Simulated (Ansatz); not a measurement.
GeTe:
```yaml
crystal:
  lattice:
    - [2.09360, 1.20874, 3.69115]
    - [-2.09360, 1.20874, 3.69115]
    - [0.00000, -2.41748, 3.69115]
  atoms:
    - { symbol: Ge, position: [0.00787, 0.00787, 0.00787] }
    - { symbol: Te, position: [0.47112, 0.47112, 0.47112] }
```

Relaxed with r²SCAN.

Task: Which orbitals make up the states near the band edges in r²SCAN in the plane-wave PAW code Ansatz?

Result: Top 1 eV of the valence band: Te 5p 57 %, Ge 4p 20 %, Ge 4s 18 %. Bottom 1 eV of the conduction band: Ge 4p 67 %, Te 5p 18 %, Te 5s 7 %. Projections are on Löwdin-orthogonalised atomic valence shells; empty p or d shells of many metals are not among them.

Task: Tabulate the density of states.

Result: States/eV per cell of 2 atoms, in 0.25 eV bins, energy from the valence-band maximum.

| E (eV) | total | Te 5p | Ge 4p | Ge 4s |
|---|---|---|---|---|
| -7.87 | 0.72 | 0.15 | 0.02 | 0.42 |
| -7.62 | 0.46 | 0.10 | 0.02 | 0.26 |
| -7.37 | 0.35 | 0.07 | 0.01 | 0.19 |
| -7.12 | 0.25 | 0.05 | 0.01 | 0.13 |
| -6.87 | 0.21 | 0.04 | 0.01 | 0.11 |
| -6.62 | 0.15 | 0.03 | 0.01 | 0.08 |
| -6.37 | 0.12 | 0.02 | 0.00 | 0.06 |
| -6.12 | 0.09 | 0.01 | 0.00 | 0.05 |
| -5.87 | 0.06 | 0.01 | 0.00 | 0.04 |
| -5.62 | 0.04 | 0.01 | 0.00 | 0.03 |
| -5.37 | 0.25 | 0.12 | 0.09 | 0.03 |
| -5.12 | 0.73 | 0.39 | 0.31 | 0.02 |
| -4.87 | 0.90 | 0.50 | 0.37 | 0.02 |
| -4.62 | 0.80 | 0.45 | 0.32 | 0.02 |
| -4.37 | 0.93 | 0.52 | 0.36 | 0.02 |
| -4.12 | 1.04 | 0.60 | 0.39 | 0.03 |
| -3.87 | 1.25 | 0.73 | 0.46 | 0.03 |
| -3.62 | 1.58 | 0.96 | 0.56 | 0.04 |
| -3.37 | 1.57 | 0.96 | 0.53 | 0.04 |
| -3.12 | 1.55 | 0.96 | 0.51 | 0.05 |
| -2.87 | 1.58 | 1.00 | 0.49 | 0.05 |
| -2.62 | 1.60 | 1.03 | 0.47 | 0.06 |
| -2.37 | 1.66 | 1.09 | 0.46 | 0.07 |
| -2.12 | 1.68 | 1.12 | 0.44 | 0.08 |
| -1.87 | 1.20 | 0.75 | 0.33 | 0.09 |
| -1.62 | 0.90 | 0.48 | 0.28 | 0.12 |
| -1.37 | 1.08 | 0.56 | 0.32 | 0.16 |
| -1.12 | 1.27 | 0.68 | 0.35 | 0.20 |
| -0.87 | 1.13 | 0.63 | 0.27 | 0.19 |
| -0.62 | 0.74 | 0.43 | 0.14 | 0.14 |
| -0.37 | 0.49 | 0.30 | 0.07 | 0.10 |
| -0.12 | 0.07 | 0.04 | 0.01 | 0.02 |
| 0.13 | 0.00 | 0.00 | 0.00 | 0.00 |
| 0.38 | 0.00 | 0.00 | 0.00 | 0.00 |
| 0.63 | 0.01 | 0.00 | 0.01 | 0.00 |
| 0.88 | 0.22 | 0.04 | 0.15 | 0.01 |
| 1.13 | 1.05 | 0.17 | 0.71 | 0.03 |
| 1.38 | 1.89 | 0.35 | 1.27 | 0.06 |
| 1.63 | 1.73 | 0.37 | 1.13 | 0.05 |
| 1.88 | 1.46 | 0.35 | 0.91 | 0.04 |
| 2.13 | 1.40 | 0.37 | 0.84 | 0.04 |
| 2.38 | 1.50 | 0.40 | 0.85 | 0.04 |
| 2.63 | 1.93 | 0.50 | 0.96 | 0.04 |
| 2.88 | 1.62 | 0.45 | 0.84 | 0.03 |
| 3.13 | 1.08 | 0.33 | 0.61 | 0.02 |
| 3.38 | 1.17 | 0.37 | 0.66 | 0.02 |
| 3.63 | 1.26 | 0.40 | 0.68 | 0.02 |
| 3.88 | 1.24 | 0.39 | 0.63 | 0.01 |
| 4.13 | 1.39 | 0.42 | 0.66 | 0.01 |
| 4.38 | 1.12 | 0.35 | 0.53 | 0.01 |
| 4.63 | 0.88 | 0.29 | 0.42 | 0.01 |
| 4.88 | 0.70 | 0.23 | 0.33 | 0.01 |
| 5.13 | 0.74 | 0.20 | 0.28 | 0.01 |
| 5.38 | 1.41 | 0.24 | 0.34 | 0.01 |

Space group R3m. The cell was relaxed with r²SCAN under the symmetry of its start. A crystal of weakly bound layers computed without a dispersion correction: the cell and the soft elastic constants depend strongly on that. Scalar-relativistic: spin–orbit coupling is off unless named, which matters more the heavier the elements.

Potentials: the later of the program's two PAW sets.
